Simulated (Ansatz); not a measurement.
# Si11GeS24: the cost of one run

Computed with Ansatz 0.2.0 (DFT, PBE, plane-wave PAW, default files, scalar-relativistic, as far as a step names no other, unless a step's input says otherwise).

## 1. The starting structure

It takes space group P1 (No. 1, triclinic). The conventional cell has a = 9.994 Å, b = 9.994 Å, c = 10.007 Å, α = 76.89°, β = 76.37°, γ = 67.11°. Around Ge (site symmetry 1) lie 4 S at 2.13 Å. Around Si (site symmetry 1) lie 4 S at 2.13 Å. Only part of the 36 independent sites is listed.

Coordinates:

```xyz
36
Lattice="-2.7820 4.7725 8.3280 5.5640 -9.5450 0.0000 5.5640 9.5450 -5.5520" Properties=species:S:1:pos:R:3 pbc="T T T"
Ge    0.0000    0.0000    4.1640
Si    2.7820    4.7725    1.3880
Si    2.7820   -4.7725    6.9400
Si    5.5640    0.0000    4.1640
Si    2.7820   -4.7725    1.3880
Si    5.5640    0.0000   -1.3880
Si    0.0000    0.0000    1.3880
Si    2.7820    4.7725   -1.3880
Si    2.7820   -4.7725    4.1640
Si    5.5640    0.0000    1.3880
Si    0.0000    0.0000    6.9400
Si    2.7820    4.7725    4.1640
S     1.1618    1.1282    0.0000
S     3.9438    5.9007   -2.7760
S     3.9438   -3.6443    2.7760
S     6.7258    1.1282    0.0000
S     1.1618    1.1282    5.5520
S     3.9438    5.9007    2.7760
S     1.6202    3.6443    2.7760
S     4.4022    8.4168    0.0000
S     4.4022   -1.1282    5.5520
S     7.1842    3.6443    2.7760
S     4.4022   -1.1282    0.0000
S     7.1842    3.6443   -2.7760
S     7.1842   -3.6443    0.0000
S     9.9662    1.1282   -2.7760
S     4.4022    1.1282    2.7760
S     7.1842    5.9007    0.0000
S     1.6202    5.9007    5.5520
S     4.4022   10.6732    2.7760
S     1.1618   -1.1282    2.7760
S     3.9438    3.6443    0.0000
S    -1.6202    3.6443    5.5520
S     1.1618    8.4168    2.7760
S     3.9438   -5.9007    0.0000
S     6.7258   -1.1282   -2.7760
```

Atom 1 of the input is the impurity.

## 2. Gradients at the starting positions

The input, input.yaml:

```yaml
crystal:
  lattice:
    - [-2.782, 4.7725, 8.328]
    - [5.564, -9.545, 0.0]
    - [5.564, 9.545, -5.552]
  atoms:
    - { symbol: Ge, position: [0.5, 0.25, 0.0] }
    - { symbol: Si, position: [0.5, 0.25, 0.5] }
    - { symbol: Si, position: [0.8333333333, 0.9166666667, 0.0] }
    - { symbol: Si, position: [0.8333333333, 0.9166666667, 0.5] }
    - { symbol: Si, position: [0.1666666667, 0.5833333333, 0.0] }
    - { symbol: Si, position: [0.1666666667, 0.5833333333, 0.5] }
    - { symbol: Si, position: [0.1666666667, 0.0833333333, 0.0] }
    - { symbol: Si, position: [0.1666666667, 0.0833333333, 0.5] }
    - { symbol: Si, position: [0.5, 0.75, 0.0] }
    - { symbol: Si, position: [0.5, 0.75, 0.5] }
    - { symbol: Si, position: [0.8333333333, 0.4166666667, 0.0] }
    - { symbol: Si, position: [0.8333333333, 0.4166666667, 0.5] }
    - { symbol: S, position: [0.109, 0.0998, 0.1635] }
    - { symbol: S, position: [0.109, 0.0998, 0.6635] }
    - { symbol: S, position: [0.4423333333, 0.7664666667, 0.1635] }
    - { symbol: S, position: [0.4423333333, 0.7664666667, 0.6635] }
    - { symbol: S, position: [0.7756666667, 0.4331333333, 0.1635] }
    - { symbol: S, position: [0.7756666667, 0.4331333333, 0.6635] }
    - { symbol: S, position: [0.5576666667, 0.2335333333, 0.3365] }
    - { symbol: S, position: [0.5576666667, 0.2335333333, 0.8365] }
    - { symbol: S, position: [0.891, 0.9002, 0.3365] }
    - { symbol: S, position: [0.891, 0.9002, 0.8365] }
    - { symbol: S, position: [0.2243333333, 0.5668666667, 0.3365] }
    - { symbol: S, position: [0.2243333333, 0.5668666667, 0.8365] }
    - { symbol: S, position: [0.3031333333, 0.9880666667, 0.4547] }
    - { symbol: S, position: [0.3031333333, 0.9880666667, 0.9547] }
    - { symbol: S, position: [0.6364666667, 0.6547333333, 0.4547] }
    - { symbol: S, position: [0.6364666667, 0.6547333333, 0.9547] }
    - { symbol: S, position: [0.9698, 0.3214, 0.4547] }
    - { symbol: S, position: [0.9698, 0.3214, 0.9547] }
    - { symbol: S, position: [0.3635333333, 0.3452666667, 0.0453] }
    - { symbol: S, position: [0.3635333333, 0.3452666667, 0.5453] }
    - { symbol: S, position: [0.6968666667, 0.0119333333, 0.0453] }
    - { symbol: S, position: [0.6968666667, 0.0119333333, 0.5453] }
    - { symbol: S, position: [0.0302, 0.6786, 0.0453] }
    - { symbol: S, position: [0.0302, 0.6786, 0.5453] }
kpoints:
  mp_grid: { grid: [3, 3, 2] }
scf:
  occupations: { method: fermi_dirac, width: 0.01 }
hamiltonian:
  xc: pbe
  pseudopotentials: { kind: paw }
output:
  forces: true
  stress: true
  populations: true
  efg:
    quadrupole_moments_barn: { Ge: -0.196, S: -0.0694 }
    contact_densities: true
```

On the command line:

```console
ansatz run input.yaml --threads 1 --pin off --max-ram 3072MiB --backend cpu --events-out ev --progress --plain --runs-dir out
```

**Question.** How long does this run take on 1 thread of Arm Neoverse V1, shared host, and how much memory does it need?

About 3.7 min, with a peak of 1.7 GiB.
